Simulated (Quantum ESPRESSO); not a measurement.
Crystal: HgTe (Coloradoite).

```xyz
2
Lattice="0.0000 3.2145 3.2145 3.2145 0.0000 3.2145 3.2145 3.2145 0.0000" Properties=species:S:1:pos:R:3 pbc="T T T"
Hg    0.0000    0.0000    0.0000
Te    4.8217    4.8217    4.8217
```

Base run:

| Property | Result |
| --- | --- |
| Program | Quantum ESPRESSO 7.5 |
| Functional | PBE |
| Potentials or basis | SG15 PBE 1.2 |
| Cutoff | 952 eV |
| Density cutoff | 3810 eV |
| k mesh | 7 × 7 × 7 |
| Occupations | fermi-dirac, width 0.05 eV |
| Spin | no spin polarisation |

Its results: band gap on the k mesh none (metal or under the smearing width); pressure 4.6 GPa.

Problem. The run is repeated on the same cell with these changes: k mesh from 7 × 7 × 7 to 4 × 4 × 4. What comes out?

Solution. Band gap on the k mesh none (metal or under the smearing width); pressure 5.1 GPa.

Caveats: some runs use coarse meshes.

Not every run made on this cell is shown here.
